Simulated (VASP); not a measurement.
# Pt (Im-3m) in VASP: settings compared, part 2 of 2

VASP 6.6.1. Earlier steps stand in the parts before.

## 3. Equation of state, r2SCAN, 14.90 Å³/atom (a relaxed cell with its volume scaled by 0.96)

INCAR reads:

```
SYSTEM = Pt
  ALGO = Normal
  EDIFF = 1E-6
  ENCUT = 520
  ISIF = 2
  ISMEAR = -1
  LASPH = .True.
  LCHARG = .False.
  LMIXTAU = .True.
  LREAL = .False.
  LWAVE = .False.
  METAGGA = R2SCAN
  NELM = 60
  PREC = Accurate
  SIGMA = 0.05
```

KPOINTS reads:

```
k-points
0
Gamma
  10 10 10
  0 0 0
```

POSCAR reads:

```
Pt                                      
1.0
   -1.5501800289      1.5501800289      1.5501800289
    1.5501800289     -1.5501800289      1.5501800289
    1.5501800289      1.5501800289     -1.5501800289
  Pt            
     1
Direct
     1.0000000000000000    1.0000000000000000    0.0000000000000000
```

Potentials or basis: VASP PAW PBE potentials, release 64 (Pt).

Started as:

```console
$ cat potpaw_PBE.64/Pt/POTCAR > POTCAR
$ mpirun -np 1 vasp_std > vasp.out
```

OUTCAR:

```text
SYSTEM = Pt
   EDIFF = 1E-6
   ENCUT = 520
   ISIF = 2
   ISMEAR = -1
   LASPH = .True.
   LREAL = .False.
   METAGGA = R2SCAN
   NELM = 60
   PREC = Accurate

 ion  position               nearest neighbor table
   1  0.000  0.000  0.000-

  LATTYP: Found a body centered cubic cell.
 ALAT       =     3.1003600578

  Lattice vectors:

 A1 = (  -1.5501800289,   1.5501800289,   1.5501800289)
 A2 = (   1.5501800289,  -1.5501800289,   1.5501800289)
 A3 = (   1.5501800289,   1.5501800289,  -1.5501800289)

Analysis of symmetry for initial positions (statically):
=====================================================================
 Subroutine PRICEL returns:
 Original cell was already a primitive cell.

 Routine SETGRP: Setting up the symmetry group for a
 body centered cubic supercell.

 Subroutine GETGRP returns: Found 48 space group operations
 (whereof 48 operations were pure point group operations)
 out of a pool of 48 trial point group operations.

The static configuration has the point symmetry O_h .

Analysis of symmetry for dynamics (positions and initial velocities):
[... 160 lines left out ...]
 cond. band min:      11.2893654942   @ k =   0.5000   0.0000   0.0000
 fundamental gap:      0.1718259649
 Fermi energy:        11.1927714248

 k-point     1 :       0.0000    0.0000    0.0000
  band No.  band energies     occupation
      1       0.6525      2.00000
      2       7.0858      2.00000
      3       7.0858      2.00000
      4       7.0858      2.00000
      5       9.8164      2.00000
      6       9.8164      2.00000
      7      29.0922      0.00000
      8      29.0922      0.00000
      9      29.0922      0.00000
[... 265 lines left out ...]
 k-point    24 :      -0.3000    0.3000    0.1000
  band No.  band energies     occupation
      1       3.8299      2.00000
      2       6.3450      2.00000
      3       7.1949      2.00000
      4       8.9204      2.00000
      5       9.9238      2.00000
      6      10.4713      2.00000
      7      24.7722      0.00000
      8      27.8298      0.00000
      9      31.1767      0.00000

 [... further k-points ...]

------------------------ aborting loop because EDIFF is reached ----------------------------------------

  FORCE on cell =-STRESS in cart. coord.  units (eV):
  Direction    XX          YY          ZZ          XY          YZ          ZX
  --------------------------------------------------------------------------------------
  -------------------------------------------------------------------------------------
  Total        1.0992743      1.0992743      1.0992743     -0.0000000     -0.0000000      0.0000000
  in kB      118.1980288    118.1980288    118.1980288     -0.0000000     -0.0000000      0.0000000
  external PRESSURE =     118.1980288 kB  Pullay stress =       0.0000000 kB

 VOLUME and BASIS-vectors are now :
 -----------------------------------------------------------------------------
  energy-cutoff  :      520.00
  volume of cell :       14.90
      direct lattice vectors                 reciprocal lattice vectors
    -1.550180029  1.550180029  1.550180029     0.000000000  0.322543183  0.322543183
     1.550180029 -1.550180029  1.550180029     0.322543183  0.000000000  0.322543183
     1.550180029  1.550180029 -1.550180029     0.322543183  0.322543183  0.000000000

 POSITION                                       TOTAL-FORCE (eV/Angst)
 -----------------------------------------------------------------------------------
      0.00000      0.00000      0.00000         0.000000     -0.000000      0.000000
 -----------------------------------------------------------------------------------
    total drift:                                0.000000     -0.000000      0.000000

  FREE ENERGIE OF THE ION-ELECTRON SYSTEM (eV)
  ---------------------------------------------------
  free  energy   TOTEN  =       -51.3962822060 eV

  energy  without entropy=      -51.3910569941  energy(sigma->0) =      -51.39366960
```

OSZICAR:

```text
N       E                     dE             d eps       ncg     rms          rms(c)
DAV:   1    -0.919429967195E+01   -0.91943E+01   -0.57344E+03   870   0.107E+03
DAV:   2    -0.542246458218E+02   -0.45030E+02   -0.43473E+02   887   0.198E+02
DAV:   3    -0.545909604538E+02   -0.36631E+00   -0.36608E+00   972   0.189E+01
DAV:   4    -0.545923024348E+02   -0.13420E-02   -0.13420E-02   898   0.120E+00
DAV:   5    -0.545923140152E+02   -0.11580E-04   -0.11581E-04   960   0.109E-01    0.134E+01
DAV:   6    -0.509377472007E+02    0.36546E+01   -0.33657E+00   856   0.157E+01    0.639E+00
DAV:   7    -0.512395495975E+02   -0.30180E+00   -0.60362E-01   848   0.458E+00    0.460E+00
DAV:   8    -0.513627540376E+02   -0.12320E+00   -0.34525E-01   850   0.379E+00    0.975E-01
DAV:   9    -0.513927450136E+02   -0.29991E-01   -0.42230E-02   856   0.146E+00    0.168E-01
DAV:  10    -0.513959817827E+02   -0.32368E-02   -0.33043E-03   857   0.429E-01    0.434E-02
DAV:  11    -0.513956205568E+02    0.36123E-03   -0.59462E-04   874   0.219E-01    0.802E-02
DAV:  12    -0.513962719966E+02   -0.65144E-03   -0.44317E-04   856   0.139E-01    0.747E-03
DAV:  13    -0.513962826456E+02   -0.10649E-04   -0.33471E-05   882   0.455E-02    0.862E-03
DAV:  14    -0.513962822060E+02    0.43968E-06   -0.13707E-06   474   0.106E-02
   1 F= -.51396282E+02 E0= -.51393670E+02  d E =-.522521E-02
```

Wall time 22 s (1 thread of AMD EPYC 7R43 (Zen 3), shared host); peak memory 0.1 GiB.

What came out:

```yaml
Free_energy: -51.3963 eV
Pressure: 11.8 GPa
Band_gap_on_the_k_mesh: none (metal or under the smearing width)
```

Caveat: the PAW data sets were made with another functional, which shifts forces and pressure a little.

## 4. Equation of state, r2SCAN, 15.21 Å³/atom (a relaxed cell with its volume scaled by 0.98)

INCAR is that of step 3.

KPOINTS is that of step 3.

POSCAR reads:

```
Pt                                      
1.0
   -1.5608712635      1.5608712635      1.5608712635
    1.5608712635     -1.5608712635      1.5608712635
    1.5608712635      1.5608712635     -1.5608712635
  Pt            
     1
Direct
     1.0000000000000000    1.0000000000000000    0.0000000000000000
```

Started as:

```console
$ cat potpaw_PBE.64/Pt/POTCAR > POTCAR
$ mpirun -np 1 vasp_std > vasp.out
```

Run time: 22 s. Hardware: 1 thread of AMD EPYC 7R43 (Zen 3), shared host; peak memory 0.1 GiB.

The run converged. Its results:

| Quantity | Value |
| --- | --- |
| Free energy | -51.4130 eV |
| Pressure | 5.5 GPa |
| Band gap on the k mesh | none (metal or under the smearing width) |

Caveat: the PAW data sets were made with another functional, which shifts forces and pressure a little.

## 5. Equation of state, r2SCAN, 15.52 Å³/atom

INCAR is that of step 4.

KPOINTS is that of step 4.

POSCAR reads:

```
Pt                                      
1.0
   -1.5714180109      1.5714180109      1.5714180109
    1.5714180109     -1.5714180109      1.5714180109
    1.5714180109      1.5714180109     -1.5714180109
  Pt            
     1
Direct
     1.0000000000000000    1.0000000000000000    0.0000000000000000
```

Started as:

```console
$ cat potpaw_PBE.64/Pt/POTCAR > POTCAR
$ mpirun -np 1 vasp_std > vasp.out
```

Wall time 22 s (1 thread of AMD EPYC 7R43 (Zen 3), shared host); peak memory 0.1 GiB.

It converged, with:

* Free energy: -51.4182 eV
* Pressure: -0.1 GPa
* Band gap on the k mesh: none (metal or under the smearing width)

Caveat: the PAW data sets were made with another functional, which shifts forces and pressure a little.

## 6. Equation of state, r2SCAN, 15.83 Å³/atom (a relaxed cell with its volume scaled by 1.02)

INCAR is that of step 5.

KPOINTS is that of step 5.

POSCAR reads:

```
Pt                                      
1.0
   -1.5818250559      1.5818250559      1.5818250559
    1.5818250559     -1.5818250559      1.5818250559
    1.5818250559      1.5818250559     -1.5818250559
  Pt            
     1
Direct
     1.0000000000000000    1.0000000000000000    0.0000000000000000
```

Potentials or basis: VASP PAW PBE potentials, release 64 (Pt).

Started as:

```console
$ cat potpaw_PBE.64/Pt/POTCAR > POTCAR
$ mpirun -np 1 vasp_std > vasp.out
```

It took 22 s on 1 thread of AMD EPYC 7R43 (Zen 3), shared host; peak memory 0.09 GiB.

Results (log left out):

```yaml
Free_energy: -51.4132 eV
Pressure: -5.0 GPa
Band_gap_on_the_k_mesh: none (metal or under the smearing width)
```

Caveat: the PAW data sets were made with another functional, which shifts forces and pressure a little.

## 7. Equation of state, r2SCAN, 16.14 Å³/atom (a relaxed cell with its volume scaled by 1.04)

INCAR is that of step 6.

KPOINTS is that of step 6.

POSCAR reads:

```
Pt                                      
1.0
   -1.5920969350      1.5920969350      1.5920969350
    1.5920969350     -1.5920969350      1.5920969350
    1.5920969350      1.5920969350     -1.5920969350
  Pt            
     1
Direct
     1.0000000000000000    1.0000000000000000    0.0000000000000000
```

Started as:

```console
$ cat potpaw_PBE.64/Pt/POTCAR > POTCAR
$ mpirun -np 1 vasp_std > vasp.out
```

Run time: 34 s. Hardware: 1 thread of AMD EPYC 7R43 (Zen 3), shared host; peak memory 0.12 GiB.

Results (log left out):

* Free energy: -51.3993 eV
* Pressure: -9.3 GPa
* Band gap on the k mesh: none (metal or under the smearing width)

Caveat: the PAW data sets were made with another functional, which shifts forces and pressure a little.

## 8. Equation of state, r2SCAN

This run uses another cell than the first one, of 15.52 Å³/atom, 0.976 times its volume.

Potentials or basis: VASP PAW PBE potentials, release 64 (Pt).

No new run: the results of the series are fitted here.

Results:

```yaml
Equilibrium_volume: 15.52 Å³/atom
Bulk_modulus: 261 GPa
Pressure_derivative_of_the_bulk_modulus: "5.3 (rough: it moves with the points fitted)"
```

Energy against volume, from the lowest point:
```
volume (Å³/atom)  energy (meV/atom)
          14.901              21.88
          15.211               5.20
          15.522               0.00
          15.832               4.95
          16.142              18.82
```

Caveat: the PAW data sets were made with another functional, which shifts forces and pressure a little.

## 9. For comparison

An earlier run on the cell as given: functional PBEsol; potentials or basis VASP PAW PBE potentials, release 64 (Pt); cutoff 520 eV; k mesh 12 × 12 × 12; occupations fermi-dirac, width 0.05 eV; no spin polarisation.

- Pressure: -11.6 GPa
- Band gap on the k mesh: none (metal or under the smearing width)
